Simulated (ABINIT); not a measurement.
Mo:

```
Mo
1.0
    -1.58381    1.58381    1.58381
     1.58381   -1.58381    1.58381
     1.58381    1.58381   -1.58381
Mo
1
Direct
  0.00000 0.00000 0.00000
```

Base run:

```yaml
Program: ABINIT 10.8.3 (patched build)
Functional: RPBE
Potentials_or_basis: JTH PAW PBE v2.0
Cutoff: 408 eV
k_mesh: 12 × 12 × 12
Occupations: fermi-dirac, width 0.05 eV
Spin: no spin polarisation
```

Its results: band gap on the k mesh none (metal or under the smearing width); pressure 1.5 GPa.

Q: The run is repeated on the same cell with these changes: functional from RPBE to PBEsol. What comes out?

A: Band gap on the k mesh none (metal or under the smearing width); pressure -9.0 GPa.

PBEsol binds more tightly than RPBE, so the same cell stands under less pressure.

Caveats: the PAW data sets were made with another functional, which shifts forces and pressure a little.

Not every run made on this cell is shown here.
